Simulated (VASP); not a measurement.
Energy against volume of AlSb (zinc blende). These are PBE GGA with D3 dispersion (Becke-Johnson damping), VASP's PBE PAW potentials (set 64) (plane waves; VASP 6.6.1) values and carry that method's errors.

| V (Å³/atom) | E (eV/atom) |
|---|---|
| 27.423 | -4.39973 |
| 28.299 | -4.41503 |
| 29.174 | -4.41977 |
| 30.049 | -4.41556 |
| 30.924 | -4.40375 |

Question: Fit a third-order Birch-Murnaghan equation of state.

Answer: 
The volume per atom is 29.18 Å³/atom, the bulk modulus comes out as 545 kbar and the pressure derivative of the bulk modulus is 4.45. The lattice constant a is 11.635 bohr.

Measured: bulk modulus 58.2 GPa (computed value off by -6.4 %), as given by Cormac Toher et al., Physical Review Materials (2017), arXiv:1611.05714; a 6.128 Å (computed value off by +0.5 %), as given by Guo-Xu Zhang et al., New Journal of Physics (2018), doi:10.1088/1367-2630/aac7f0 [thermal expansion removed or low-temperature value; zero-point expansion not removed]. The calculation is for a static lattice, while the measured bulk modulus holds thermal and zero-point effects, which are part of the difference.

The compound is AlSb in the zinc blende structure. It was relaxed first.
